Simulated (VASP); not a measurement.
# The defect B_Mg in a supercell of MgB2C2 (Pnnm), part 8 of 9

Wanted: what the defect B_Mg costs in MgB2C2 (Pnnm) and how the lattice relaxes round it. The start is a computed cell from the Materials Project.

VASP 6.6.1, plane waves and PAW; the level of theory is named at each step.

So far. Step 8 (Going on with the relaxation, spin collinear, charge 0): B left its start by 1.05 Å, and its nearest neighbours now lie at 1.68, 1.70 and 1.70 Å.

### 9. Partial density of one level

Level of this step: PBEsol, spin-polarised, with small moments to start from; plane waves and PAW (Mg, B, C) (VASP).

Band 97 lies 0.74 eV above the host's valence-band top and is filled at this k-point in the spin channel listed (the density written holds both channels); by the alignment of the summary it is the level farthest from both edges.

INCAR

```
SYSTEM = Mg11B25C24
PREC = Normal
ENCUT = 400
EDIFF = 1E-05
NELM = 120
ISMEAR = 0
SIGMA = 0.05
LREAL = Auto
ALGO = Fast
GGA = PS
ISPIN = 2
MAGMOM = 0 0 0 0 0 0 0 0 0 0 0 0 0 0 0 0 0 0 0 0 0 0 0 0 0 0 0 0.6 0 0 0 0 0 0 0 0 0 0 0 0 0 0 0 0 0 0.6 0.6 0 0 0 0 0 0 0 0 0 0.6 0 0 0
LWAVE = .FALSE.
LCHARG = .FALSE.
ISYM = 0
ISTART = 1
LPARD = .TRUE.
IBAND = 97
KPUSE = 1
LSEPB = .FALSE.
LSEPK = .FALSE.
NBANDS = 128
```

POSCAR

```
Mg11B25C24
1.0
    4.6186696203      7.1768882529      0.0000000000
   -4.6186696203      7.1768882529      0.0000000000
    0.0000000000      0.0000000000      8.3003684025
Mg B C
11 25 24
Direct
    0.9985372519      0.4997319210      0.1668271534
    0.4982157520      0.0021201490      0.1668415490
    0.0034971711      0.0026263253      0.0003101081
    0.5020388736      0.5072378206      0.9861774115
    0.9916048909      0.5065447275      0.4989691625
    0.5028900463      0.9894415928      0.4995054793
    0.0034064960      0.0027294412      0.3333702531
    0.5021096901      0.5073026366      0.3474295838
    0.9913446174      0.5067345834      0.8346806653
    0.5029499029      0.9893012551      0.8341730889
    0.0031961107      0.0052692689      0.6668283673
    0.3084065630      0.4271336716      0.1670094182
    0.8070245986      0.9285700079      0.1669884182
    0.1938295828      0.0783394927      0.1667413232
    0.6930818874      0.5764279773      0.1667034139
    0.4264421117      0.8083385343      0.9996243313
    0.9233994867      0.3076273490      0.9999002480
    0.0766187721      0.6962308253      0.0007373416
    0.5761944786      0.1960579076      0.0004860692
    0.2995436084      0.4221916800      0.4956312014
    0.8093933706      0.9254587920      0.4998307525
    0.1946000005      0.0783442786      0.5003357697
    0.6937254398      0.5785914175      0.5032067644
    0.4265098745      0.8084015340      0.3338436737
    0.9234370283      0.3076683518      0.3335367174
    0.0766323256      0.6962966178      0.3332331021
    0.5762664900      0.1961270851      0.3335372392
    0.4422250682      0.4121549849      0.6670405638
    0.2994267206      0.4220442655      0.8383341783
    0.8093600608      0.9254374543      0.8341414854
    0.1945789453      0.0783236170      0.8331449162
    0.6935891089      0.5784881075      0.8301780716
    0.4257378010      0.8026041835      0.6667141944
    0.9242277901      0.3112349924      0.6667240479
    0.0810453589      0.6982844162      0.6669853773
    0.5764635919      0.1828271594      0.6670250082
    0.0033184189      0.2195168229      0.1667246695
    0.5048802812      0.7200172359      0.1667301957
    0.4959495508      0.2852996821      0.1670090367
    0.9961321125      0.7842257310      0.1669717225
    0.2182453760      0.5065715034      0.0011271483
    0.7199771590      0.0086492474      0.9994185336
    0.2820505685      0.9987954875      0.0003497211
    0.7815534893      0.4973175176      0.9995464110
    0.0037775156      0.2198909547      0.4999683340
    0.5079402836      0.7229897838      0.4998627987
    0.4887835810      0.2789675353      0.5043015271
    0.9985172918      0.7823937488      0.5008254904
    0.2183059866      0.5066575274      0.3328535714
    0.7200093038      0.0086960344      0.3345629590
    0.2820798675      0.9988426622      0.3331298838
    0.7816709736      0.4973988660      0.3338638793
    0.0037544450      0.2198700685      0.8334889556
    0.5078180610      0.7229012967      0.8335768843
    0.4886435523      0.2788161445      0.8297396761
    0.9984751772      0.7823400226      0.8331424046
    0.2264745187      0.5070491048      0.6669967466
    0.7229774081      0.0028990761      0.6669809791
    0.2826448018      0.9963410783      0.6667438812
    0.7888509790      0.5030532234      0.6667062910
```

KPOINTS

```
Automatic mesh
0
Gamma
2 2 2
0 0 0
```

The projector-augmented-wave data sets are Mg, B and C (PBE family, release 64).

The run starts from files that an earlier step left in the folder.

Command:

```bash
mpirun -np 4 vasp_std
```

What it wrote:

```text
[banner, memory and clock lines left out]
running    4 mpi-ranks, on    1 nodes
 distrk:  each k-point on    4 cores,    1 groups
 distr:  one band on    1 cores,    4 groups

 POSCAR found type information on POSCAR MgB C
 POSCAR found :  3 types and      60 ions
|                                                                             |
|               ----> ADVICE to this user running VASP <----                  |
|                                                                             |
|     You enforced a specific xc type in the INCAR file but a different       |
|     [... a line on the potential file left out ...]
|     I HOPE YOU KNOW WHAT YOU ARE DOING!                                     |
|                                                                             |

 LDA part: xc-table for (Slater+PW92), standard interpolation
 found WAVECAR, reading the header
 POSCAR, INCAR and KPOINTS ok, starting setup
 FFT: planning ... GRIDC
 FFT: planning ... GRID_SOFT
 FFT: planning ... GRID
 reading WAVECAR
 the WAVECAR file was read successfully
Calculating partial charge density.
NBMOD not found, set to   1
Use   1 KPOINTS:           1

*****************************************************
* Parameters from pardens
*****************************************************

NBMOD is set to   1
Selected bands:    97
Selected     1 kpoints to calculate charge density.
Selected k-points:     1
Calculating partial charge density only with a part of the kpoint set.
This may change the weights of the k-points.
So I hope you know, what you are doing.
k-point no.    1; bands inside the range    1
  97
Finished calculating partial charge density.
VASP will stop now.
```

It took 3 s on 4 MPI ranks of Intel Xeon 6975P-C (Granite Rapids), shared host.

OUTCAR, selected parts (step 9):

```text
   NELECT =     193.0000    total number of electrons

[... 5 parts as in an earlier step ...]

[... 2 further parts left out ...]
```

Partial charge density in the bc plane at fractional x = 0.500, through the centre, with atoms of Mg and B and C within 0.45 Å of it. It is the smooth field of the valence electrons, not physical close to the nuclei.

Ten steps, logarithmic in the rise over the least value, from '_' (0.00 Å⁻³) to '@' (0.24 Å⁻³):
```
____..::==++==::..::::::..________......____::====--..____
____..::======::..::--::..________..::::....--====--::____
____::--======--..====--..________..--==--..======--::..__
____::--====++++==++++--__________..--++++==++++==--::..__
____::::--==++++++**++..__::::..__..--++**==++++==--::..__
____..::------..--++--..--====--::__::==++--..--::::..____
____....::::..__::--..--**##**++--..__::--..__......______
______......____::::::++%%@@%%**==::____..________________
________..____..::::--**@@@@%%##++--______..______________
________________::::--**@@@@%%##++--______________________
______......____::::..++##%%##**==::__......______________
____....::::..__::--::::++****==--....::--::__......______
____..::----==--==**==__::------..__::++++--------::....__
____::----==++++++**++::__......__..--++**==++++==--::..__
____::--====++==--++++--..________..--++++::++++==--::..__
____..--======--..------..________..----::__--====--::..__
____..::======::..::--::..________..::::..__--====--..____
____..::==++++--....::::..________......____::====--..____
____..::--++++--..........__________....____::====::..____
____..::--====::..__________________________::----::..____
______..::::--::..__________________________..::::..______
________......::....__________________......::::..________
______________..::..__________________::::..::::..________
____________....::..__________________..::..::::..________
________....::::..____________________..__....::..________
______..::----::..__________________________..::::..______
____..::--====--____....____________________::----::..____
____..::==++++--..........__________....__..::====::..____
```
Columns run along b (8.5 Å), rows up along c (8.3 Å). Atoms in or near the plane, at fractional coordinates: Mg at (0.00, 0.17), Mg at (0.51, 0.99), Mg at (0.99, 0.50), Mg at (0.51, 0.35), Mg at (0.99, 0.83), B at (0.41, 0.67), C at (0.72, 0.17), C at (0.29, 0.17), C at (0.72, 0.50), C at (0.28, 0.50), C at (0.72, 0.83), C at (0.28, 0.83).

### 10. Relaxing the defect, charge 1

This step: PBEsol; plane waves and PAW (Mg, B, C) (VASP 6.6.1).

This cell carries charge +1, set by NELECT and balanced by a uniform background.

INCAR

```
SYSTEM = Mg11B25C24
PREC = Normal
ENCUT = 400
EDIFF = 1E-05
NELM = 120
ISMEAR = 0
SIGMA = 0.05
LREAL = Auto
ALGO = Fast
GGA = PS
NELECT = 192
LORBIT = 11
LWAVE = True
LCHARG = .FALSE.
KPAR = 4
IBRION = 2
NSW = 50
ISIF = 2
EDIFFG = -0.03
POTIM = 0.4
MAXMIX = 40
ISYM = 0
```

POSCAR

```
Mg11B25C24
1.0
    4.6186696203      7.1768882529      0.0000000000
   -4.6186696203      7.1768882529      0.0000000000
    0.0000000000      0.0000000000      8.3003684025
Mg B C
11 25 24
Direct
    0.0000000000      0.5000000000      0.1666666700
    0.5000000000      0.0000000000      0.1666666700
    0.0000000000      0.0000000000      0.0000000000
    0.5010146500      0.4991041500      0.0019759800
    0.0000000000      0.5000000000      0.5000000000
    0.5000000000      0.0000000000      0.5000000000
    0.0000000000      0.0000000000      0.3333333300
    0.5033857400      0.5017333900      0.3322579800
    0.0000000000      0.5000000000      0.8333333300
    0.5000000000      0.0000000000      0.8333333300
    0.0000000000      0.0000000000      0.6666666700
    0.3063555100      0.4232274900      0.1666666700
    0.8063555100      0.9232274900      0.1666666700
    0.1936444900      0.0767725100      0.1666666700
    0.6936444900      0.5767725100      0.1666666700
    0.4232274900      0.8063555100      0.0000000000
    0.9232274900      0.3063555100      0.0000000000
    0.0767725100      0.6936444900      0.0000000000
    0.5767725100      0.1936444900      0.0000000000
    0.3052944600      0.4274329900      0.5009160300
    0.8063555100      0.9232274900      0.5000000000
    0.1936444900      0.0767725100      0.5000000000
    0.6908648000      0.5727351100      0.4956803300
    0.4232274900      0.8063555100      0.3333333300
    0.9232274900      0.3063555100      0.3333333300
    0.0767725100      0.6936444900      0.3333333300
    0.5767725100      0.1936444900      0.3333333300
    0.4976290100      0.5009158300      0.6685894800
    0.3056200000      0.4251245700      0.8326952900
    0.8063555100      0.9232274900      0.8333333300
    0.1936444900      0.0767725100      0.8333333300
    0.6982650900      0.5719295900      0.8331385200
    0.4240091900      0.8038145900      0.6658406700
    0.9251985000      0.3055650200      0.6624766200
    0.0782449100      0.6897040200      0.6628496800
    0.5730317900      0.1957527000      0.6725482100
    0.0027484800      0.2176288900      0.1666666700
    0.5027484800      0.7176288900      0.1666666700
    0.4972515200      0.2823711100      0.1666666700
    0.9972515200      0.7823711100      0.1666666700
    0.2176288900      0.5027484800      0.0000000000
    0.7176288900      0.0027484800      0.0000000000
    0.2823711100      0.9972515200      0.0000000000
    0.7823711100      0.4972515200      0.0000000000
    0.0027484800      0.2176288900      0.5000000000
    0.5024681500      0.7151868100      0.5031171300
    0.4982421900      0.2841775500      0.5044052600
    0.9972515200      0.7823711100      0.5000000000
    0.2176288900      0.5027484800      0.3333333300
    0.7176288900      0.0027484800      0.3333333300
    0.2823711100      0.9972515200      0.3333333300
    0.7823711100      0.4972515200      0.3333333300
    0.0027484800      0.2176288900      0.8333333300
    0.5046235300      0.7195141100      0.8324779600
    0.4956914400      0.2848989300      0.8358638900
    0.9972515200      0.7823711100      0.8333333300
    0.2154416200      0.5044091400      0.6664046400
    0.7176288900      0.0027484800      0.6666666700
    0.2823711100      0.9972515200      0.6666666700
    0.7798939800      0.5023945000      0.6714278700
```

KPOINTS is that of step 9.

Command:

```bash
mpirun -np 4 vasp_std
```

What it wrote:

```text
[... set-up lines as in an earlier step ...]
 entering main loop
       N       E                     dE             d eps       ncg     rms          rms(c)
DAV:   1     0.515690107215E+03    0.51569E+03   -0.75595E+04  2088   0.110E+03
DAV:   2    -0.413206801299E+03   -0.92890E+03   -0.86711E+03  2549   0.232E+02
DAV:   3    -0.480848128807E+03   -0.67641E+02   -0.66702E+02  2408   0.624E+01
DAV:   4    -0.482633745206E+03   -0.17856E+01   -0.17778E+01  2424   0.105E+01
DAV:   5    -0.482689590989E+03   -0.55846E-01   -0.55768E-01  2384   0.183E+00BRMIX: very serious problems
 the old and the new charge density differ
 old charge density:   193.00000 new  192.00000
BRMIX: very serious problems
 the old and the new charge density differ
 old charge density:   193.00000 new  192.00000
BRMIX: very serious problems
 the old and the new charge density differ
 old charge density:   193.00000 new  192.00000
BRMIX: very serious problems
 the old and the new charge density differ
 old charge density:   193.00000 new  192.00000
    0.330E+01
RMM:   6    -0.439403823094E+03    0.43286E+02   -0.78283E+01  2032   0.171E+01    0.153E+01
RMM:   7    -0.434575963943E+03    0.48279E+01   -0.39680E+01  2032   0.127E+01    0.789E+00
RMM:   8    -0.433915285387E+03    0.66068E+00   -0.29203E+00  2032   0.412E+00    0.286E+00
RMM:   9    -0.433795040962E+03    0.12024E+00   -0.14818E+00  2035   0.243E+00    0.105E+00
[...]
RMM:  14    -0.433746618267E+03   -0.14890E-04   -0.46447E-04  2177   0.478E-02    0.212E-02
RMM:  15    -0.433746626396E+03   -0.81294E-05   -0.13800E-04  2062   0.264E-02    0.968E-03
RMM:  16    -0.433746624492E+03    0.19044E-05   -0.20312E-05  1335   0.115E-02
   1 F= -.43374662E+03 E0= -.43374641E+03  d E =-.433747E+03
[... from here on, the cycles between the ionic steps are left out ...]
   2 F= -.43389868E+03 E0= -.43389838E+03  d E =-.152051E+00
   5 F= -.43417263E+03 E0= -.43417143E+03  d E =-.104803E+00
   9 F= -.43426287E+03 E0= -.43425942E+03  d E =-.435556E-01
  13 F= -.43438567E+03 E0= -.43438567E+03  d E =-.433987E-01
  17 F= -.43454563E+03 E0= -.43454563E+03  d E =-.828925E-01
  21 F= -.43496523E+03 E0= -.43496523E+03  d E =-.976528E-01
  25 F= -.43528988E+03 E0= -.43528988E+03  d E =-.167711E+00
  29 F= -.43560902E+03 E0= -.43560902E+03  d E =-.449779E-01
  33 F= -.43574264E+03 E0= -.43574264E+03  d E =-.953283E-01
  37 F= -.43590482E+03 E0= -.43590482E+03  d E =-.162175E+00
  41 F= -.43606844E+03 E0= -.43606844E+03  d E =-.163628E+00
  45 F= -.43623727E+03 E0= -.43623727E+03  d E =-.166397E+00
  49 F= -.43641529E+03 E0= -.43641529E+03  d E =-.473658E-01
  50 F= -.43643630E+03 E0= -.43643630E+03  d E =-.210024E-01
 trial-energy change:   -0.021002  1 .order   -0.020991   -0.028553   -0.013430
 step:   1.0748(harm=  1.0748)  dis= 0.01598  next Energy=  -436.442248 (dE=-0.270E-01)
 writing wavefunctions
```

The job ended after 13 min (4 MPI ranks; peak memory 1.9 GiB).

OUTCAR, selected parts (step 10):

```text
 ion  position               nearest neighbor table
   1  0.000  0.500  0.167-  49 2.32  52 2.32  41 2.32  44 2.32  37 2.40  40 2.40  12 2.42  15 2.42
                            25 2.44  26 2.44  17 2.44  18 2.44   5 2.77   9 2.77
   2  0.500  0.000  0.167-  50 2.32  51 2.32  42 2.32  43 2.32  38 2.40  39 2.40  13 2.42  14 2.42
                            24 2.44  27 2.44  16 2.44  19 2.44   6 2.77  10 2.77
   3  0.000  0.000  0.000-  37 2.32  40 2.32  53 2.32  56 2.32  42 2.40  43 2.40  17 2.42  18 2.42
                            30 2.44  31 2.44  13 2.44  14 2.44   7 2.77  11 2.77
   4  0.501  0.499  0.002-  55 2.31  39 2.31  38 2.32  54 2.36  44 2.39  41 2.41  19 2.41  16 2.42
                            15 2.43  12 2.44  29 2.45  32 2.46   8 2.74  28 2.77
   5  0.000  0.500  0.500-  57 2.31  52 2.32  49 2.32  60 2.35  45 2.40  48 2.40  35 2.41  20 2.42
                            34 2.42  25 2.44  26 2.44  23 2.45   1 2.77   9 2.77
   6  0.500  0.000  0.500-  50 2.32  51 2.32  58 2.32  59 2.32  21 2.42  22 2.42  47 2.42  46 2.42
                            24 2.44  27 2.44  33 2.45  36 2.47   2 2.77  10 2.77
   7  0.000  0.000  0.333-  37 2.32  40 2.32  45 2.32  48 2.32  50 2.40  51 2.40  25 2.42  26 2.42
                            13 2.44  14 2.44  21 2.44  22 2.44   3 2.77  11 2.77
   8  0.503  0.502  0.332-  38 2.30  46 2.31  39 2.34  47 2.36  23 2.36  52 2.37  24 2.40  15 2.41
[...]
59  0.282  0.997  0.667-  31 1.59  22 1.59  33 1.59  10 2.32   6 2.32  11 2.40
  60  0.780  0.502  0.671-  32 1.52  34 1.62  23 1.64   9 2.30   5 2.35

 k-point     1 :       0.0000    0.0000    0.0000
  band No.  band energies     occupation
    ...
     92       3.8008      2.00000
     93       3.8198      2.00000
     94       3.8356      2.00000
     95       4.6212      2.00000
     96       4.6560      2.00000
     97       5.9776      0.00000
     98       6.0027      0.00000
     99       6.0269      0.00000
    100       6.5520      0.00000
    101       7.0525      0.00000
    ...

  Total       -6.7273249     -7.1154478    -16.3040457     -0.3218215      0.5117933     -0.1377737
  in kB      -19.5872082    -20.7172627    -47.4706874     -0.9370121      1.4901319     -0.4011406
  external PRESSURE =     -29.2583861 kB  Pullay stress =       0.0000000 kB

 POSITION                                       TOTAL-FORCE (eV/Angst)
 -----------------------------------------------------------------------------------
      2.30382     10.74666      1.38857        -0.038447      0.002517     -0.023848
     -2.30827     10.74332      1.39759        -0.009833      0.045358     -0.035847
      0.00194      0.06542      0.01234         0.002153      0.011923     -0.005630
     -0.00843      7.28438      8.20738        -0.009111     -0.002192      0.038230
      2.18230     10.73475      4.13584         0.078268      0.084639      0.004713
     -2.18216     10.66466      4.15502        -0.026684      0.070009     -0.008217
      0.01733      0.05608      2.77969        -0.016432      0.034513     -0.069917
     -0.01846      7.24436      2.82856        -0.001281      0.068722      0.064259
      2.26260     10.74442      6.92716        -0.053866      0.094843      0.047908
     -2.22449     10.69308      6.94153         0.060441      0.052871     -0.094246
     -0.02942      0.08468      5.54747         0.054875     -0.002783     -0.026144
     -0.54695      5.27925      1.35916         0.077628      0.045352      0.045251
     -0.57177     12.45017      1.37316         0.092644      0.017893     -0.005329
      0.54004      1.96633      1.40609        -0.054351     -0.009030     -0.040290
[...]
-----------------------------------------------------------------------------------
    total drift:                                0.014122     -0.016313     -0.037552

  FREE ENERGIE OF THE ION-ELECTRON SYSTEM (eV)
  ---------------------------------------------------
  free  energy   TOTEN  =      -436.4362958636 eV

  energy  without entropy=     -436.4362958636  energy(sigma->0) =     -436.43629586

[... 4 parts as in an earlier step ...]

[... 11 further parts left out ...]
[key lines of the parts left out:]
E-fermi :   4.8970
```

Step by step (22 of 50):

```csv
step,energy less that of the first step (eV),largest force (eV/Å)
1,0.0000,2.7609
3,-0.3212,0.7155
6,-0.4721,0.2594
8,-0.5086,0.3545
10,-0.5507,0.6476
13,-0.6390,1.4031
15,-0.6911,1.4248
17,-0.7990,1.6362
20,-1.1210,0.8714
22,-1.3755,0.7821
24,-1.6124,0.9262
27,-1.7233,0.8954
29,-1.8624,0.6529
31,-1.9361,0.7052
34,-2.0419,1.0085
36,-2.0468,1.6642
38,-2.1984,1.2997
41,-2.3218,1.1383
43,-2.3843,0.9981
45,-2.4906,0.8718
48,-2.6541,0.3166
50,-2.6897,0.1788
```

The atoms that moved most (Å):

```csv
atom,dx,dy,dz,length
B28,0.186,-1.272,-0.045,1.286
Mg6,0.127,-0.101,0.005,0.162
Mg4,-0.017,0.107,-0.109,0.154
B36,0.118,-0.036,-0.070,0.142
C57,0.019,0.131,-0.019,0.134
Mg5,-0.127,-0.031,-0.014,0.131
B35,-0.047,0.105,0.018,0.117
Mg10,0.085,-0.072,0.025,0.114
```

The run used up its steps with a largest force of 0.18 eV/Å at its last finished step, so it is continued.

(Continued in part 9 of 9.)

[Lines on the potential files, build, host, timing and source positions are cut from VASP's logs without a mark.]

[Logs are printed without paths, hosts, clocks, repeated set-up lines and the standing remarks that a program may print on its own settings, such as how far it seeks lower states.]

[Hosts, paths, dates, database ids (printed as entryN), source tags and the programs' standing remarks are cut or masked in the printed files.]

[In band tables of VASP the shares of atoms and orbitals are scaled to a sum of 1 inside the atoms' spheres.]

[Runs that stopped without an error message from VASP are left out.]
